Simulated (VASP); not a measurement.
Input of a VASP 6.6.1 run:

INCAR

```
SYSTEM = Se
  ALGO = Fast
  EDIFF = 1E-7
  ENCUT = 520
  GGA = PE
  ISIF = 2
  ISMEAR = 0
  LASPH = .True.
  LCHARG = .False.
  LREAL = .False.
  LWAVE = .False.
  NBANDS = 16
  NELM = 60
  PREC = Accurate
  SIGMA = 0.02
```

KPOINTS

```
k-points
0
Gamma
  9 9 8
  0 0 0
```

POSCAR

```
Se
1.0
    4.3662000000      0.0000000000      0.0000000000
   -2.1831000000      3.7812401200      0.0000000000
    0.0000000000      0.0000000000      4.9536000000
Se
3
Direct
    0.2254000000      0.0000000000      0.3333333300
    0.0000000000      0.2254000000      0.6666666700
    0.7746000000      0.7746000000      0.0000000000
```

File KPOINTS_OPT:

```
path GMKGALHA,LM,KH
20
line-mode
reciprocal
 0.0000000000  0.0000000000  0.0000000000  G
 0.5000000000  0.0000000000  0.0000000000  M

 0.5000000000  0.0000000000  0.0000000000  M
 0.3333333333  0.3333333333  0.0000000000  K

 0.3333333333  0.3333333333  0.0000000000  K
 0.0000000000  0.0000000000  0.0000000000  G

 0.0000000000  0.0000000000  0.0000000000  G
 0.0000000000  0.0000000000  0.5000000000  A

 0.0000000000  0.0000000000  0.5000000000  A
 0.5000000000  0.0000000000  0.5000000000  L

 0.5000000000  0.0000000000  0.5000000000  L
 0.3333333333  0.3333333333  0.5000000000  H

 0.3333333333  0.3333333333  0.5000000000  H
 0.0000000000  0.0000000000  0.5000000000  A

 0.5000000000  0.0000000000  0.5000000000  L
 0.5000000000  0.0000000000  0.0000000000  M

 0.3333333333  0.3333333333  0.0000000000  K
 0.3333333333  0.3333333333  0.5000000000  H
```

Potentials or basis: VASP PAW PBE potentials, release 64 (Se).

Run with:

```console
$ cat potpaw_PBE.64/Se/POTCAR > POTCAR
$ mpirun -np 1 vasp_std > vasp.out
```

Question: What does it give for the band gap on the k mesh?

Answer: 1.02 eV, indirect (least direct gap 1.24 eV).

Question: What does it give for the pressure?

Answer: 2.9 GPa.

Question: What does it give for the band gap along the path?

Answer: 1.01 eV, indirect (least direct gap 1.20 eV).

Question: Estimate the largest force.

Answer: 0.433 eV/Å.

Levels at the corners of the path, in eV from the valence-band top:
| point | band 7 | band 8 | band 9 | band 10 | band 11 | band 12 |
| --- | --- | --- | --- | --- | --- | --- |
| Γ | -2.07 | -2.07 | -0.43 | 1.87 | 1.87 | 2.16 |
| M | -2.91 | -1.80 | -1.02 | 1.92 | 2.32 | 4.10 |
| M | -2.91 | -1.80 | -1.02 | 1.92 | 2.32 | 4.10 |
| K | -2.84 | -2.71 | -1.65 | 3.05 | 3.05 | 3.72 |
| K | -2.84 | -2.71 | -1.65 | 3.05 | 3.05 | 3.72 |
| Γ | -2.07 | -2.07 | -0.43 | 1.87 | 1.87 | 2.16 |
| Γ | -2.07 | -2.07 | -0.43 | 1.87 | 1.87 | 2.16 |
| A | -1.57 | -1.57 | -1.14 | 1.20 | 1.20 | 1.26 |
| A | -1.57 | -1.57 | -1.14 | 1.20 | 1.20 | 1.26 |
| L | -1.94 | -1.39 | 0.00 | 1.63 | 2.70 | 2.95 |
| L | -1.94 | -1.39 | 0.00 | 1.63 | 2.70 | 2.95 |
| H | -1.01 | -0.23 | -0.23 | 1.01 | 2.71 | 2.71 |
| H | -1.01 | -0.23 | -0.23 | 1.01 | 2.71 | 2.71 |
| A | -1.57 | -1.57 | -1.14 | 1.20 | 1.20 | 1.26 |
| L | -1.94 | -1.39 | 0.00 | 1.63 | 2.70 | 2.95 |
| M | -2.91 | -1.80 | -1.02 | 1.92 | 2.32 | 4.10 |
| K | -2.84 | -2.71 | -1.65 | 3.05 | 3.05 | 3.72 |
| H | -1.01 | -0.23 | -0.23 | 1.01 | 2.71 | 2.71 |

Expect the measured gap to be larger: semilocal functionals such as PBE lack the derivative discontinuity.
